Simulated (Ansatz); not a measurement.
Ionic part of the dielectric constant of BN at 2 GPa, mode by mode

These are results of Ansatz, DFT LDA, scalar-relativistic, plane waves, PAW, not measurements. Settings: 420 eV plane-wave cutoff, Γ-centred 12×12×12 mesh, fixed occupations. No spin polarisation. Phonons by linear response, acoustic sum rule imposed.

The structure is trigonal, space group R3m (No. 160). The conventional cell has a = 2.485 Å, b = 2.485 Å, c = 9.209 Å, α = 90.00°, β = 90.00°, γ = 120.00°. Around B (site symmetry 3m) lie 3 N at 1.43 Å. Around N (site symmetry 3m) lie 3 B at 1.43 Å.

The crystal is built of layers and no dispersion correction was added, so the binding between them is poorly described, and with it their spacing and whatever depends on it.

The primitive cell has V = 16.41 Å³ and ε∞,zz = 3.091. Each polar mode adds Δε = (4.92064×10⁷/V)·S/ν² along z, with S its oscillator strength in e²/amu, ν in cm⁻¹ and V in Å³.

Question: From these modes, find each Δε and ε0,zz.
```
ν (cm⁻¹) S_zz (e²/amu)
   743.8         0.1186
  1395.7        0.01444
```

Answer:
```json
{"ν (cm⁻¹)": "743.8", "Δε": "0.64"}
{"ν (cm⁻¹)": "1395.7", "Δε": "0.02"}
```

The sum is 0.665, so ε0,zz = 3.76; the run's tensor has 3.76.

Question: Where do the longitudinal modes lie for a wave vector along z?

Answer: At 817, 1401 cm⁻¹. The Lyddane–Sachs–Teller product Π(ν_LO/ν_TO)² = 1.21 matches ε0/ε∞ = 1.22.

This form isn't the usual stable structure of the compound at low pressure.

Cost: 1 run of about 0.48 core-minutes, on AMD EPYC 9R45 (Zen 5) (shared hosts).